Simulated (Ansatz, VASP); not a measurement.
One calculation of P, two programs

The input INCAR:

```
SYSTEM = P
PREC = Accurate ; ENCUT = 600
EDIFF = 1E-6 ; ISMEAR = 0
SIGMA = 0.1 ; LREAL = .FALSE.
LASPH = .TRUE. ; NELM = 80
ALGO = Normal ; ISIF = 3
LWAVE = .FALSE. ; LCHARG = .FALSE.
GGA = PE ; IBRION = 2
NSW = 90 ; EDIFFG = -0.04
```

File KPOINTS:

```
Automatic mesh
0
G
  6 6 6
  0 0 0
```

File POSCAR:

```
P
1.0
   -2.0495372500      2.4964747300      2.7892002300
    2.0495372500     -2.4964747300      2.7892002300
    2.0495372500      2.4964747300     -2.7892002300
P
3
Direct
    0.0000000000      0.0000000000      0.0000000000
    0.6332160100      0.5000000000      0.1332160100
    0.3667839900      0.5000000000      0.8667839900
```

Input for Ansatz:

```yaml
crystal:
  lattice:
    - [-2.04953725, 2.49647473, 2.78920023]
    - [2.04953725, -2.49647473, 2.78920023]
    - [2.04953725, 2.49647473, -2.78920023]
  atoms:
    - { symbol: P, position: [0.0, 0.0, 0.0] }
    - { symbol: P, position: [0.63321601, 0.5, 0.13321601] }
    - { symbol: P, position: [0.36678399, 0.5, 0.86678399] }
basis:
  ecutwfc: 420
kpoints:
  mp_grid: { grid: [6, 6, 6] }
hamiltonian:
  xc: pbe
scf:
  occupations: { method: gaussian, width: 0.1 }
  lower_state_search: "off"
output:
  forces: true
  stress: true
  eigenvalues: true
relax:
  adjacent_minimum: "off"
  f_tol: 0.04
  max_steps: 70
  cell: { stress_tol: 0.4 }
```

Alike in both runs: task relaxation of cell and atoms; functional PBE; k mesh 6 × 6 × 6; occupations gaussian, width 0.1 eV; no spin polarisation.

|  | VASP | Ansatz |
| --- | --- | --- |
| version | VASP 6.6.1 | Ansatz 0.2.0 |
| potentials or method | VASP PAW PBE potentials, release 64 (P) | scalar-relativistic, plane waves, PAW |
| plane-wave cutoff (eV) | 600 | 420 |
| valence electrons in the cell | 15 | 15 |

|  | VASP | Ansatz | Ansatz less VASP |
| --- | --- | --- | --- |
| gap on the k mesh at the Fermi level, each at its own relaxed structure (eV) | none | none | - |
| relaxed volume (Å³/atom) | 17.03 | 17.27 | +0.242 |
| relaxed cell length with the largest relative difference (Å) | 5.260 | 4.120 | -1.1401 |
| energy change over the relaxation (meV/atom) | -6031 | -5853 | +177.5 |

A gap of «none» marks a metal or a gap that the smearing closes. One of these differences is far larger than is usual between the two programs; its cause wasn't traced.
